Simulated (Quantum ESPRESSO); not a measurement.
CuO under changes of volume

One of the cells (12.605 Å³/atom); the others are scaled copies at fixed shape and fractional positions:

```
Cu O
1.0
     0.00000    2.32725    2.32725
     2.32725    0.00000    2.32725
     2.32725    2.32725    0.00000
Cu O
1 1
Direct
  0.00000 0.00000 0.00000
  0.25000 0.25000 0.25000
```

Measurements of this composition are mostly on another form, of space group No. 15.

| Property | Result |
| --- | --- |
| Program | Quantum ESPRESSO 7.5 |
| Functional | rev-vdW-DF2 |
| Potentials or basis | Ansatz NC SR PBE |
| Cutoff | 1252 eV |
| Density cutoff | 5007 eV |
| k mesh | 10 × 10 × 10 |
| Occupations | fermi-dirac, width 0.05 eV |
| Spin | no spin polarisation |

```tsv
volume (Å³/atom)	energy over the lowest point (meV/atom)	pressure (GPa)
11.848	0.00	-6.4
12.100	12.01	-8.7
12.353	27.46	-10.8
12.605	45.92	-12.6
12.857	67.04	-14.2
13.109	90.49	-15.6
13.361	?	?
```

Problem. What does the run at 13.361 Å³/atom give?

Solution. Energy over the lowest point 115.97 meV/atom; pressure -16.8 GPa.

Worked out: A Birch-Murnaghan fit of order 3 (a polynomial in V^(-2/3)) to the other rows has no minimum within the range. It gives 116.03 meV/atom at 13.361 Å³/atom, against the run's 115.97, and -dE/dV = -16.8 GPa, against -16.8.

Energies are extrapolated to zero smearing.

Caveats: the potentials were made for another functional, which shifts forces and pressure; an odd number of electrons without spin polarisation forces a metal; a magnetic or distorted state may lie lower; the run has no spin polarisation, though such a crystal can be magnetic.
